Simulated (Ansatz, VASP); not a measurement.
# Two plane-wave programs on SnSe2

```
Sn Se
1.0
     3.82515    0.00000    0.00000
    -1.91257    3.31268    0.00000
     0.00000    0.00000    6.35162
Sn Se
1 2
Direct
  0.00000 0.00000 0.00000
  0.33333 0.66667 0.24859
  0.66667 0.33333 0.75141
```

Change from the starting cell: uniaxial_z strain +2.0%.

Alike in both runs: task single point; functional PBE; k mesh 12 × 12 × 4; occupations fermi-dirac, width 0.02 eV; no spin polarisation.

|  | VASP | Ansatz |
| --- | --- | --- |
| version | VASP 6.6.1 | Ansatz 0.2.0 |
| potentials or method | VASP PAW PBE potentials, release 64 (Sn_d, Se) | plane waves, PAW |
| plane-wave cutoff (eV) | 520 | 420 |
| valence electrons in the cell | 26 | 46 |

```csv
,VASP,Ansatz,Ansatz less VASP
gap on the k mesh at the Fermi level (eV),0.75,0.75,+0.002
pressure (GPa),2.6,2.5,-0.07
rms of the force components (eV/Å),0.125,0.118,-0.0066
```

Atom by atom the forces differ by 0.007 eV/Å (rms over components). The two sets of potentials don't hold the same shells in valence.

Caveats: spin-orbit coupling is left out, which moves the levels of the heavy elements; this functional lacks dispersion, which binds the layers, so the pressure and a relaxed spacing across them are unreliable. A k mesh can miss the band edges.
